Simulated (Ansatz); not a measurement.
Crystal: Te2Pt.

```
Te Pt
1.0
     4.01800    0.00000    0.00000
    -2.00900    3.47969    0.00000
     0.00000    0.00000    5.21200
Te Pt
2 1
Direct
  0.33333 0.66667 0.25000
  0.66667 0.33333 0.75000
  0.00000 0.00000 0.00000
```

Program: Ansatz 0.2.0. Alike in all runs: task single point; potentials or basis Ansatz PAW; cell as given; k mesh 6 × 6 × 4; cutoff (eV) 420; smearing gaussian 0.05 eV. Hardware: 2 threads of Intel(R) Xeon(R) Processor @ 2.50GHz (Skylake/Cascade Lake), on a shared host.

**Question.** Order these runs on this cell by their wall time, lowest first.
A. level PBEsol+U; spin collinear, ferrimagnetic start; U Pt d U = 5 eV
B. level PBE+U; spin off; U Pt d U = 3 eV
C. level PBEsol+U; spin collinear, ferromagnetic start; U Pt d U = 8 eV

**Answer.** B (6.4 s), C (16 s), A (45 s).

Caveats: the U is typed as a test and isn't derived for this compound; the magnetic or orbital state may not be the lowest (some runs); the starting moments weren't kept (some runs); U without spin polarisation on a metal has little footing (some runs).
